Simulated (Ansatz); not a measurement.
An Ansatz input:

```yaml
crystal:
  lattice:
    - [0.0, 2.2444340511, 2.2444340511]
    - [2.2444340511, 0.0, 2.2444340511]
    - [2.2444340511, 2.2444340511, 0.0]
  atoms:
    - { symbol: Ni, position: [0.0, 0.0, 0.0], spin: -0.625 }
    - { symbol: Ni, position: [0.5, 0.5, 0.5], spin: -0.625 }
hamiltonian:
  xc: revpbe
  pseudopotentials:
    kind: paw
    azcp:
      Ni: "pseudopotentials/Ni.paw.azcp"
basis:
  ecutwfc: 420
  fft_grid_basis: typed
kpoints:
  mp_grid: { grid: [13, 13, 13], shift: [0, 0, 0] }
magnetization:
  spin_polarized: true
scf:
  occupations: { method: fermi_dirac, width: 0.05 }
  lower_state_search: "off"
output:
  stress: true
```

Output

```
Engine: ansatz 0.2.0, x86_64-unknown-linux-gnu
Pseudopotentials: kind: paw
Pseudopotential: Ni, paw, valence charge 18, recommended cutoff 420 eV (normal) 
Functional definition: revPBE
  parameter kappa = 1.245
  parameter beta = 0.06672455060314922
  exchange = pbe_x(kappa = kappa, mu = beta*pi^2/3)
  correlation = pbe_c(beta = beta)
Crystal: 2 atoms, lattice volume = 22.613 Å³
Basis set: ecut = 420 eV, 459 PW (Γ)
Bands: 23, of which v1, the nominal top of the filled ones, is band 18 counted from 1 (17 counted from 0)
Symmetry: 96 space group operations
Space group: Pm-3m (ITA 221), of the structure as read, at distance tolerance 2.8e-5 Å
Magnetic group: BNS 221.92 (UNI 1594), of the structure as read, at distance tolerance 2.8e-5 Å
k-points: 84 of 2197
Non-local potential: Ni, projectors of the file, l = 0: 3, l = 1: 2, l = 2: 3, l = 3: 1
PAW form: soft (Blöchl's): semilocal exchange-correlation on the pseudo side does not see the compensation charge
PAW frozen core: Ni, regenerated for the run's functional, and the local potential with it (the file was generated under x = pbe(κ = 0.804, μ = 0.2195149727645171), c = pbe(β = 0.06672455060314922))
PAW one-centre angular grid: Ni, 590 points (default); XC on 64 Gauss nodes
Initial density: superposition of atomic densities (chi_scale 0.1, normalization cell)
Starting moments: Σ|m| = 1.25 μB on 2 of 2 sites
Initial wavefunctions: pseudopotential atomic-orbital guess
Functional: x = revpbe(κ = 1.245, μ = 0.2195149727645171), c = pbe(β = 0.06672455060314922)
iter 1 solved again at ethr=2.46e-3 eV; its pass at ethr=3.10e-3 eV (dr2=8.86e-1 eV) is discarded
SCF iter   1: F=—  HF=-11685.099252 eV  |F-HF|=—  |Δ(HF+E_count)|=         —  Δρ=4.69e-2 (↑4.69e-2 ↓3.76e-2)  dr2=8.84e-1  dr2_m=1.50e-2  M=-0.988 μB ∫|m|=0.994 μB  β_m=0.30  ethr=2.46e-3  ⟨swp⟩=1.0  Hψ=19745  notcnv=0
spin=Collinear: Kerker preconditioning applied to the charge; magnetization (m = ρ↑ − ρ↓) channel mixes plain (no charge-response kernel on spin).
SCF iter   2: F=—  HF=-11685.019993 eV  |F-HF|=—  |Δ(HF+E_count)|=   7.93e-2  Δρ=1.63e-2 (↑1.63e-2 ↓1.42e-2)  dr2=1.14e-1  dr2_m=6.93e-3  M=-0.991 μB ∫|m|=1.005 μB  β_m=0.30  ethr=2.46e-3  ⟨swp⟩=2.7  Hψ=6045  notcnv=0
SCF iter   3: F=—  HF=-11685.011832 eV  |F-HF|=—  |Δ(HF+E_count)|=   8.16e-3  Δρ=9.92e-3 (↑9.92e-3 ↓8.72e-3)  dr2=4.57e-2  dr2_m=4.06e-3  M=-0.981 μB ∫|m|=1.002 μB  β_m=0.30  ethr=3.18e-4  ⟨swp⟩=2.0  Hψ=5826  notcnv=0
SCF iter   4: F=—  HF=-11684.981926 eV  |F-HF|=—  |Δ(HF+E_count)|=   2.99e-2  Δρ=7.38e-3 (↑7.38e-3 ↓7.29e-3)  dr2=1.27e-2  dr2_m=1.89e-3  M=-0.981 μB ∫|m|=1.009 μB  β_m=1.00  ethr=1.27e-4  ⟨swp⟩=2.1  Hψ=6155  notcnv=0
SCF iter   5: F=—  HF=-11684.995312 eV  |F-HF|=—  |Δ(HF+E_count)|=   1.34e-2  Δρ=4.94e-3 (↑4.94e-3 ↓4.44e-3)  dr2=7.24e-3  dr2_m=4.81e-5  M=-0.965 μB ∫|m|=1.011 μB  β_m=0.30  ethr=3.54e-5  ⟨swp⟩=2.9  Hψ=6237  notcnv=0  defer=1
SCF iter   6: F=—  HF=-11685.001748 eV  |F-HF|=—  |Δ(HF+E_count)|=   6.44e-3  Δρ=1.44e-3 (↑1.33e-3 ↓1.44e-3)  dr2=9.30e-4  dr2_m=4.68e-5  M=-0.960 μB ∫|m|=1.008 μB  β_m=0.30  ethr=2.01e-5  ⟨swp⟩=2.0  Hψ=6288  notcnv=0  defer=1
Mixer restart at iter 6: flushing history
spin-set hold released at iteration 6 (site moments contracting): the magnetisation degrees of freedom join the quasi-Newton model from the next iteration; the mixer history was flushed
SCF iter   7: F=—  HF=-11685.001842 eV  |F-HF|=—  |Δ(HF+E_count)|=   9.41e-5  Δρ=1.34e-3 (↑9.17e-4 ↓1.34e-3)  dr2=5.83e-4  dr2_m=5.56e-5  M=-0.957 μB ∫|m|=1.006 μB  β_m=0.65  ethr=2.58e-6  ⟨swp⟩=1.0  Hψ=3893  notcnv=0  defer=1
SCF iter   8: F=—  HF=-11685.002016 eV  |F-HF|=—  |Δ(HF+E_count)|=   1.74e-4  Δρ=1.25e-3 (↑1.25e-3 ↓2.27e-4)  dr2=1.63e-4  dr2_m=8.63e-5  M=-0.945 μB ∫|m|=0.996 μB  β_m=0.82  ethr=1.62e-6  ⟨swp⟩=2.2  Hψ=5391  notcnv=0  defer=1
SCF iter   9: F=—  HF=-11685.002045 eV  |F-HF|=—  |Δ(HF+E_count)|=   2.96e-5  Δρ=7.73e-4 (↑1.59e-4 ↓7.73e-4)  dr2=5.04e-5  dr2_m=3.99e-5  M=-0.943 μB ∫|m|=0.994 μB  β_m=0.91  ethr=4.52e-7  ⟨swp⟩=2.2  Hψ=6529  notcnv=0  defer=1
SCF iter  10: F=—  HF=-11685.002041 eV  |F-HF|=—  |Δ(HF+E_count)|=   4.16e-6  Δρ=4.62e-4 (↑1.01e-4 ↓4.62e-4)  dr2=3.39e-5  dr2_m=1.06e-5  M=-0.939 μB ∫|m|=0.990 μB  β_m=0.96  ethr=1.40e-7  ⟨swp⟩=2.2  Hψ=5745  notcnv=0  defer=1
SCF iter  11: F=—  HF=-11685.002040 eV  |F-HF|=—  |Δ(HF+E_count)|=   6.65e-7  Δρ=1.78e-4 (↑1.14e-4 ↓1.78e-4)  dr2=1.16e-5  dr2_m=2.49e-7  M=-0.937 μB ∫|m|=0.987 μB  β_m=0.98  ethr=9.43e-8  ⟨swp⟩=1.3  Hψ=3944  notcnv=0  defer=1
iter 12 did not close the SCF: its close was put off for a magnetic moment that had not settled (scf_convergence_deferred on its scf_iter line)
SCF iter  12: F=-11685.002038 eV  HF=-11685.002038 eV  |F-HF|=1.45e-9  |Δ(HF+E_count)|=   2.07e-6  Δρ=1.03e-5 (↑9.94e-6 ↓1.03e-5)  dr2=1.63e-8  dr2_m=1.60e-8  M=-0.936 μB ∫|m|=0.986 μB  β_m=0.99  ethr=2.78e-10  ⟨swp⟩=3.9  Hψ=16102  notcnv=0
SCF iter  13: F=-11685.002038 eV  HF=-11685.002038 eV  |F-HF|=6.30e-9  |Δ(HF+E_count)|=   1.48e-8  Δρ=3.77e-6 (↑3.15e-6 ↓3.77e-6)  dr2=8.27e-9  dr2_m=2.56e-11  M=-0.936 μB ∫|m|=0.986 μB  ethr=4.52e-11  ⟨swp⟩=2.1  Hψ=12013  notcnv=0
SCF 1 converged in 13 iterations: F = -11685.002038 eV  dr2 = 8.27e-9
SCF converged after 13 iterations
Magnetization: -0.9361 μB (17.5320 up, 18.4680 down)
Absolute magnetization: 0.9860 μB (∫|ρ↑−ρ↓|, with the PAW one-centre terms)
Spin contamination: 0.0038 ħ² per cell (⟨S²⟩ above its minimum at these occupations)
Per-site moments (μB) at R_I (Å): [(-0.47711493450345765, 0.9258290460787499), (-0.47711493450345765, 0.9258290460787499)]
Free energy (F): -11685.002038 eV
Harris-Foulkes:  -11685.002038 eV  (|F-HF|=6.30e-9)
Internal energy: -11684.975357 eV  (E = F + TS)
E sigma→0 (E₀):  -11684.988697 eV
Entropy (-TS):   -0.026682 eV (-13.341 meV/atom)
Fermi energy:    17.424895 eV
--- Per-component energies (eV) ---
  E_band       = -594.638636
  E_kinetic    = 568.474252
  E_local      = -7219.581215  (includes V_loc(G=0)·N_el)
  E_nonlocal   = 1276.980909
  E_hartree    = 3028.170557
  E_xc         = -169.539494
  E_vxc        = -218.441722  (∫ρ·V_xc dr)
  E_paw        = -3271.553269  (= ΣΔE_a)
  E_vpaw       = -1058.422546  (= ΣTr[D̂ρ^β])
  E_aug_tail   = 0.000946  (compensation charges beyond the density's cutoff)
  E_ewald      = -5897.865080
  E_core_change = -0.062964  (= ΣΔE_core)
  E_smearing   = -0.026682  (= −TS)
  E_closure    = -0.000000  (closes the sum)
  Σ components = -11685.002038   (vs F -11685.002038, Δ=0.00e0)
--- Stress (GPa, compression-positive) ---
       24.428592       0.000000      -0.000000
        0.000000      24.428592      -0.000000
        0.000000      -0.000000      24.428592
  P = ⅓ Tr σ = 24.4286 GPa (244.286 kbar)
```
